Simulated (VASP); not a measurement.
# Hf (P6_3/mmc) in VASP: single point with PBE0

Aim: the single point of Hf with PBE0.

All numbers are computed with VASP 6.6.1; they aren't measurements. Logs are shortened: lines on timing, memory, paths and dates and some standing lists are left out, and cuts for length are marked.

## (1) The crystal as given

Symmetry: P6_3/mmc, No. 194, hexagonal system. The conventional cell has a = 3.158 Å, b = 3.158 Å, c = 4.988 Å, α = 90.00°, β = 90.00°, γ = 120.00°. Hf (site symmetry -6m2) is surrounded by 12 Hf at 3.09 to 3.16 Å.

## (2) Single point, PBE0

POSCAR reads:

```
Hf
1.0
    3.1578800000      0.0000000000      0.0000000000
   -1.5789400000      2.7348000000      0.0000000000
    0.0000000000      0.0000000000      4.9880300000
Hf
2
Direct
    0.3333300000      0.6666700000      0.2500000000
    0.6666700000      0.3333300000      0.7500000000
```

INCAR.step1 reads:

```
PREC     = Accurate       # precision mode
ENCUT    = 520            # plane-wave cutoff, eV
EDIFF    = 1E-5           # SCF threshold, eV
ISMEAR   = 0              # smearing method
SIGMA    = 0.1            # smearing width, eV
LREAL    = False          # projectors in reciprocal space
LASPH    = True           # aspherical terms in the spheres
NELM     = 80             # most SCF steps
ALGO     = Normal         # electronic algorithm
ISIF     = 2              # what is computed and relaxed
LWAVE    = True           # write WAVECAR
GGA      = PE             # functional
```

INCAR.step2 reads:

```
PREC     = Accurate       # precision mode
ENCUT    = 520            # plane-wave cutoff, eV
EDIFF    = 1E-6           # SCF threshold, eV
ISMEAR   = 0              # smearing method
SIGMA    = 0.1            # smearing width, eV
LREAL    = False          # projectors in reciprocal space
LASPH    = True           # aspherical terms in the spheres
NELM     = 80             # most SCF steps
ALGO     = Normal         # electronic algorithm
ISIF     = 2              # what is computed and relaxed
LWAVE    = False          # write WAVECAR
LCHARG   = True           # write CHGCAR
GGA      = PE             # functional
LHFCALC  = True           # exact exchange
AEXX     = 0.25           # exact-exchange fraction
PRECFOCK = Fast         
HFRCUT   = -1           
LELF     = True           # ELF
LVHAR    = True         
ISTART   = 1
```

KPOINTS reads:

```
regular mesh
0
Gamma
  9 9 4
```

Potentials or basis: VASP PAW PBE potentials, release 64 (Hf_pv).

Started as:

```
$ cat potpaw_PBE.64/Hf_pv/POTCAR > POTCAR
$ cp INCAR.step1 INCAR
$ mpirun -np 1 vasp_std > vasp.out
$ cp INCAR.step2 INCAR
$ mpirun -np 1 vasp_std > vasp.out
```

OUTCAR:

```text
PREC = Accurate
   ENCUT = 520
   EDIFF = 1E-6
   ISMEAR = 0
   LREAL = False
   LASPH = True
   NELM = 80
   ISIF = 2
   GGA = PE
   LHFCALC = True
   AEXX = 0.25
   PRECFOCK = Fast
   ISTART = 1

 ion  position               nearest neighbor table
   1  0.333  0.667  0.250-   2 3.09   2 3.09   2 3.09   2 3.09   2 3.09   2 3.09
   2  0.667  0.333  0.750-   1 3.09   1 3.09   1 3.09   1 3.09   1 3.09   1 3.09

  LATTYP: Found a hexagonal cell.
 ALAT       =     3.1578800000
 C/A-ratio  =     1.5795502046

  Lattice vectors:

 A1 = (   3.1578800000,   0.0000000000,   0.0000000000)
 A2 = (  -1.5789400000,   2.7348000000,   0.0000000000)
 A3 = (   0.0000000000,   0.0000000000,   4.9880300000)

Analysis of symmetry for initial positions (statically):
=====================================================================
 Subroutine PRICEL returns:
 Original cell was already a primitive cell.

 Routine SETGRP: Setting up the symmetry group for a
 hexagonal supercell.

 Subroutine GETGRP returns: Found  8 space group operations
 (whereof  4 operations were pure point group operations)
 out of a pool of 24 trial point group operations.

The static configuration has the point symmetry C_2h.
 The point group associated with its full space group is D_2h.

Analysis of symmetry for dynamics (positions and initial velocities):
=====================================================================
 Subroutine PRICEL returns:
 Original cell was already a primitive cell.

 Routine SETGRP: Setting up the symmetry group for a
 hexagonal supercell.

 Subroutine GETGRP returns: Found  8 space group operations
 (whereof  4 operations were pure point group operations)
 out of a pool of 24 trial point group operations.

The dynamic configuration has the point symmetry C_2h.
 The point group associated with its full space group is D_2h.

 Subroutine INISYM returns: Found  8 space group operations
 (whereof  4 operations are pure point group operations),
 and found     1 'primitive' translations

----------------------------------------------------------------------------------------

                                     Primitive cell

  volume of cell :      43.0775

  direct lattice vectors                    reciprocal lattice vectors
     3.157880000  0.000000000  0.000000000     0.316668144  0.182828726  0.000000000
    -1.578940000  2.734800000  0.000000000     0.000000000  0.365657452  0.000000000
     0.000000000  0.000000000  4.988030000     0.000000000  0.000000000  0.200479949

  length of vectors
     3.157880000  3.157876274  4.988030000     0.365657021  0.365657452  0.200479949

  position of ions in fractional coordinates (direct lattice)
     0.333330000  0.666670000  0.250000000
     0.666670000  0.333330000  0.750000000

  ion indices of the primitive-cell ions
   primitive index   ion index
                 1           1
                 2           2

----------------------------------------------------------------------------------------

 KPOINTS: regular mesh

Automatic generation of k-mesh.
 Grid dimensions read from file:
 generate k-points for:    9    9    4

 Generating k-lattice:

  Cartesian coordinates                     Fractional coordinates (reciprocal lattice)
     0.035185349  0.020314303  0.000000000     0.111111111 -0.000000000  0.000000000
     0.000000000  0.040628606  0.000000000     0.000000000  0.111111111  0.000000000
     0.000000000  0.000000000  0.050119987     0.000000000  0.000000000  0.250000000

  Length of vectors
     0.040628558  0.040628606  0.050119987

  Shift w.r.t. Gamma in fractional coordinates (k-lattice)
     0.000000000  0.000000000  0.000000000

 Subroutine IBZKPT returns following result:
 ===========================================

 Found     75 irreducible k-points:

 Following reciprocal coordinates:
            Coordinates               Weight
  0.000000  0.000000  0.000000      1.000000
  0.111111  0.000000  0.000000      4.000000
 -0.111111  0.111111  0.000000      2.000000
  0.222222  0.000000  0.000000      4.000000
 -0.222222  0.222222  0.000000      2.000000
  0.333333  0.000000  0.000000      4.000000
[... 16 lines left out ...]
 -0.222222 -0.444444  0.000000      4.000000
  0.444444  0.333333  0.000000      4.000000
 [... further k-points ...]
   k-points           NKPTS =     75   k-points in BZ     NKDIM =    324   number of bands    NBANDS=     14
   number of dos      NEDOS =    301   number of ions     NIONS =      2
   total plane-waves  NPLWV =  23040
   dimension x,y,z NGX =    24 NGY =   24 NGZ =   40
   dimension x,y,z NGXF=    48 NGYF=   48 NGZF=   80
   ions per type =               2
   NGX,Y,Z   is equivalent  to a cutoff of  12.63, 12.63, 13.33 a.u.
   NGXF,Y,Z  is equivalent  to a cutoff of  25.27, 25.27, 26.66 a.u.
 SYSTEM =  unknown system
   PREC   = accura    normal or accurate (medium, high low for compatibility)
   ISTART =      1    job   : 0-new  1-cont  2-samecut
   ICHARG =      0    charge: 1-file 2-atom 10-const
   ISPIN  =      1    spin polarized calculation?
   LNONCOLLINEAR =      F non collinear calculations
   LSORBIT =      F    spin-orbit coupling
   LASPH  =      T    aspherical Exc in radial PAW
   ENCUT  =  520.0 eV  38.22 Ry    6.18 a.u.   5.87  5.87  9.27*2*pi/ulx,y,z
   NELM   =     80;   NELMIN=  2; NELMDL=  0     # of ELM steps
   EDIFF  = 0.1E-05   stopping-criterion for ELM
   LREAL  =      F    real-space projection
   EDIFFG = 0.1E-04   stopping-criterion for IOM
   NSW    =      0    number of steps for IOM
   IBRION =     -1    ionic relax: 0-MD 1-quasi-New 2-CG
   NFREE  =      0    steps in history (QN), initial steepest desc. (CG)
   ISIF   =      2    stress and relaxation
   ISYM   =      3    0-nonsym 1-usesym 2-fastsym
   POTIM  = 0.5000    time-step for ionic-motion
   TEBEG  =    0.0;   TEEND  =   0.0 temperature during run
   PSTRESS=    0.0 pullay stress
   NELECT =      20.0000    total number of electrons
   NUPDOWN=      -1.0000    fix difference up-down
   EMIN   =  10.00;   EMAX   =-10.00  energy-range for DOS
   EFERMI =   0.00;   METHOD = LEGACY
   ISMEAR =     0;   SIGMA  =   0.10  broadening in eV -4-tet -1-fermi 0-gaus
   EFERMI_NEDOS =   21; number of points for ismear=-14 and -15
   IALGO  =     38    algorithm
   IMIX   =      1    mixing-type and parameters
     AMIX     =   0.40;   BMIX     =  1.00
     AMIX_MAG =   1.60;   BMIX_MAG =  1.00
  volume/ion in A,a.u.               =      21.54       145.35
  Fermi-wavevector in a.u.,A,eV,Ry     =   1.267656  2.395522 21.863905  1.606952
  Thomas-Fermi vector in A             =   2.400792
   LORBIT       =      0    0 simple, 1 ext, 2 COOP (PROOUT), +10 PAW based schemes
   GGA     = PE    functional components
   LHFCALC =     T    Hartree Fock is set to
   PRECFOCK=fast      Normal, Fast or Accurate (Low or Medium for compatibility)
   ENCUT4O =  -1.0   cutoff for four orbital integrals eV
   NKREDX  =     1    reduce k-point grid by
   NKREDY  =     1    reduce k-point grid by
   NKREDZ  =     1    reduce k-point grid by
   AEXX    =    0.2500 exact exchange contribution
   HFSCREEN=    0.0000 screening length (either q_TF or 0.3 A-1)
   HFSCREENC=   0.0000 screening length for correlation (either q_TF or 0.3 A-1)
   ENCUTFOCK=  -1.0 apply spherical cutoff to Coloumb kernel
   IVDW    =     0    specifies the selected vdW correction
   LEPSILON=     F    determine dielectric tensor
   LRPA    =     F    only Hartree local field effects (RPA)
 non-spin polarized calculation
 Gauss-broadening in eV      SIGMA  =   0.10
  energy-cutoff  :      520.00
  volume of cell :       43.08
 maximum number of plane-waves:      1182
  NGX = 14; NGY = 14; NGZ = 24

 number of electron      19.9999996 magnetization

 Free energy of the ion-electron system (eV)
  ---------------------------------------------------
  ext. energy  EPLUGINS =         0.00000000
  ---------------------------------------------------
  free energy    TOTEN  =       -24.57057103 eV

  energy without entropy =      -24.56960692  energy(sigma->0) =      -24.57008898

 E-fermi :   5.0977     XC(G=0):  -9.0165

 val. band max:        4.8678034247   @ k =  -0.1111   0.2222   0.2500
 cond. band min:       5.1267074879   @ k =  -0.1111   0.1111   0.0000
 fundamental gap:      0.2589040631
 Fermi energy:         5.0976897892

 k-point     1 :       0.0000    0.0000    0.0000
  band No.  band energies     occupation
      1     -28.7684      2.00000
      2     -27.8104      2.00000
      3     -27.8104      2.00000
      4     -27.6663      2.00000
      5     -27.6536      2.00000
      6     -27.6536      2.00000
      7      -3.9555      2.00000
      8       0.3483      2.00000
      9       5.8683      0.00000
     10       7.0868      0.00000
     11       7.0869      0.00000
     12       7.5164      0.00000
     13       8.1466      0.00000
     14       8.1467      0.00000

 k-point     2 :       0.1111    0.0000    0.0000
  band No.  band energies     occupation
      1     -28.7274      2.00000
      2     -27.8951      2.00000
      3     -27.8367      2.00000
      4     -27.7452      2.00000
      5     -27.6836      2.00000
      6     -27.6646      2.00000
      7      -3.5181      2.00000
      8       0.7512      2.00000
      9       5.1285      0.66269
     10       6.0482      0.00000
     11       7.4639      0.00000
     12       7.6494      0.00000
     13       8.1318      0.00000
     14       8.4112      0.00000

 k-point     3 :      -0.1111    0.1111    0.0000
  band No.  band energies     occupation
      1     -28.7274      2.00000
      2     -27.8951      2.00000
      3     -27.8367      2.00000
      4     -27.7452      2.00000
      5     -27.6836      2.00000
      6     -27.6646      2.00000
      7      -3.5181      2.00000
      8       0.7512      2.00000
      9       5.1267      0.68153
     10       6.0483      0.00000
     11       7.4639      0.00000
     12       7.6494      0.00000
     13       8.1318      0.00000
     14       8.4113      0.00000
[... 324 lines left out ...]
 k-point    23 :      -0.2222   -0.4444    0.0000
  band No.  band energies     occupation
      1     -28.4404      2.00000
      2     -28.2834      2.00000
      3     -28.2256      2.00000
      4     -28.1502      2.00000
      5     -27.9826      2.00000
      6     -27.9372      2.00000
      7       1.5132      2.00000
      8       2.2142      2.00000
      9       2.4598      2.00000
     10       2.9886      2.00000
     11       6.1300      0.00000
     12       6.5943      0.00000
     13       7.7901      0.00000
     14      11.1018      0.00000

 k-point    24 :       0.4444    0.3333    0.0000
  band No.  band energies     occupation
      1     -28.4404      2.00000
      2     -28.2834      2.00000
      3     -28.2256      2.00000
      4     -28.1502      2.00000
      5     -27.9826      2.00000
      6     -27.9372      2.00000
      7       1.5132      2.00000
      8       2.2142      2.00000
      9       2.4598      2.00000
     10       2.9886      2.00000
     11       6.1300      0.00000
     12       6.5944      0.00000
     13       7.7901      0.00000
     14      11.1016      0.00000

 [... further k-points ...]
[... 5 lines left out ...]
  --------------------------------------------------------------------------------------
  -------------------------------------------------------------------------------------
  Total        1.2738945      1.2732730      0.4649814     -0.0005348     -0.0000000     -0.0000000
  in kB       47.3798640     47.3567451     17.2940200     -0.0198925     -0.0000000     -0.0000000
  external PRESSURE =      37.3435430 kB  Pullay stress =       0.0000000 kB

 VOLUME and BASIS-vectors are now :
 -----------------------------------------------------------------------------
  energy-cutoff  :      520.00
  volume of cell :       43.08
      direct lattice vectors                 reciprocal lattice vectors
     3.157880000  0.000000000  0.000000000     0.316668144  0.182828726  0.000000000
    -1.578940000  2.734800000  0.000000000     0.000000000  0.365657452  0.000000000
     0.000000000  0.000000000  4.988030000     0.000000000  0.000000000  0.200479949

 POSITION                                       TOTAL-FORCE (eV/Angst)
 -----------------------------------------------------------------------------------
     -0.00002      1.82321      1.24701         0.000075     -0.000044      0.000000
      1.57896      0.91159      3.74102        -0.000075      0.000044     -0.000000
 -----------------------------------------------------------------------------------
    total drift:                               -0.000000      0.000000      0.000000

  FREE ENERGIE OF THE ION-ELECTRON SYSTEM (eV)
  ---------------------------------------------------
  free  energy   TOTEN  =       -24.5705710340 eV

  energy  without entropy=      -24.5696069180  energy(sigma->0) =      -24.57008898
```

Wall time 2.9 h (1 thread of Intel Xeon Platinum 8375C at 2.90GHz (Ice Lake), shared host); peak memory 0.22 GiB.

What came out:

```yaml
Free_energy: -24.5706 eV
Pressure: 3.7 GPa
Band_gap_on_the_k_mesh: none (metal or under the smearing width)
```

Caveat: the PAW data sets were made with another functional, which shifts forces and pressure a little. Spin-orbit coupling is left out, which matters for the levels of Hf.
